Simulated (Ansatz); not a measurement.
Write the native input for Ansatz 0.2.0 that does the following.

```
Task                : single point
Functional          : PBE0
Potentials or basis : Ansatz PAW
Cutoff              : 420 eV (not typed: the program's choice for these potentials)
k mesh              : 7 × 7 × 4
Occupations         : fermi-dirac, width 0.05 eV
Spin                : no spin polarisation
```

Crystal: Cu.

```
Cu
1.0
     2.53410    0.00000    0.00000
    -1.26705    2.19459    0.00000
     0.00000    0.00000    4.11257
Cu
2
Direct
  0.66667 0.33333 0.75000
  0.33333 0.66667 0.25000
```

This isn't the form of Cu at room conditions, which is fcc.

The input as run:

input.yaml

```yaml
crystal:
  lattice:
    - [2.5340966698, 0.0, 0.0]
    - [-1.2670483349, 2.1945920917, 0.0]
    - [0.0, 0.0, 4.112571]
  atoms:
    - { symbol: Cu, position: [0.6666666667, 0.3333333333, 0.75] }
    - { symbol: Cu, position: [0.3333333333, 0.6666666667, 0.25] }
hamiltonian:
  xc: pbe0
  pseudopotentials: { kind: paw }
kpoints:
  mp_grid: { grid: [7, 7, 4] }
scf:
  occupations: { method: fermi_dirac, width: 0.05 }
output:
  forces: true
  stress: true
  eigenvalues: true
```

Potentials or basis: Ansatz PAW.

Launch:

```sh
$ ansatz run input.yaml --threads 2 --pin off --max-ram 5632MiB --backend cpu --events-out ev --progress --plain --runs-dir out
```

Results of the run:

| Item | Value |
| --- | --- |
| Pressure | 6.2 GPa |
| Band gap on the k mesh | none (metal or under the smearing width) |

Caveat: the k mesh is coarse (spacing up to 0.41 Å⁻¹), so the values aren't converged, least of all with exact exchange; the pressure holds a Pulay correction of +0.4 GPa for the finite cutoff; the PAW data sets come from PBE, with cores solved anew for the run's functional, which leaves a small shift of forces and pressure; the thresholds are loose for stress.

Wall time 30 s on 2 threads of Intel(R) Xeon(R) Processor @ 2.70GHz (shared host), peak memory 0.74 GiB.
